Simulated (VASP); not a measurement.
The system is SrCl2.

```xyz
3
Lattice="0.0000 3.4884 3.4884 3.4884 0.0000 3.4884 3.4884 3.4884 0.0000" Properties=species:S:1:pos:R:3 pbc="T T T"
Sr    0.0000    0.0000    0.0000
Cl    5.2325    5.2325    5.2325
Cl    1.7442    1.7442    1.7442
```

Base run:

- Program: VASP 6.6.1
- Functional: PBE
- Potentials or basis: VASP PAW PBE potentials, release 64 (Sr_sv, Cl)
- Cutoff: 520 eV
- k mesh: 7 × 7 × 7
- Occupations: fermi-dirac, width 0.05 eV
- Spin: no spin polarisation

Its results: band gap on the k mesh 5.37 eV, indirect (least direct gap 5.68 eV); pressure 1.1 GPa.

Task: The run is repeated on the same cell with these changes: functional from PBE to PBEsol. What comes out?

Result: Band gap on the k mesh 5.17 eV, indirect (least direct gap 5.48 eV); pressure -0.9 GPa.

PBEsol binds more tightly than PBE, so the same cell stands under less pressure.

Caveats: an odd mesh through Γ misses points on the zone boundary, where band edges often lie; the PAW data sets were made with another functional, which shifts forces and pressure a little (some runs).

Not every run made on this cell is shown here.
